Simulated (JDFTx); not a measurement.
The system is BP.

```xyz
2
Lattice="0.0000 2.2690 2.2690 2.2690 0.0000 2.2690 2.2690 2.2690 0.0000" Properties=species:S:1:pos:R:3 pbc="T T T"
P     3.4035    3.4035    3.4035
B     0.0000    0.0000    0.0000
```

| Item | Value |
| --- | --- |
| Program | JDFTx 1.7.0 (patched build) |
| Task | single point |
| Functional | PBE |
| Potentials or basis | PseudoDojo-SR-PBE-0.5-standard |
| Cutoff | 1034 eV |
| Density cutoff | 4136 eV |
| k mesh | 10 × 10 × 10 |
| Occupations | fermi-dirac, width 0.05 eV |
| Spin | no spin polarisation |

On this cell: pressure 1.0 GPa; largest force zero by symmetry; band gap on the k mesh 1.25 eV, indirect (least direct gap 3.41 eV).

The same run follows on a disturbed copy (atoms moved at random, drawn with an rms of 0.05 Å):

```xyz
2
Lattice="0.0000 2.2690 2.2690 2.2690 0.0000 2.2690 2.2690 2.2690 0.0000" Properties=species:S:1:pos:R:3 pbc="T T T"
P     3.4011    3.3991    3.4266
B     0.0149   -0.0276   -0.0015
```

Problem. What changes?

Solution. The energy moves by +6.6 meV/atom; pressure 1.1 GPa; largest force 0.682 eV/Å; band gap on the k mesh 0.90 eV, indirect (least direct gap 2.84 eV).

Forces in eV/Å, atoms in the order of the input:
```
P    0.299 -0.418 -0.448
B   -0.299  0.418  0.448
```

Stress tensor (GPa, compression positive):
```
 1.13  1.16  1.08
 1.16  1.10 -0.76
 1.08 -0.76  1.09
```

Caveats: the empty levels aren't tightly converged; forces may be off by hundredths of an eV/Å (some runs).

A k mesh can miss the band edges.
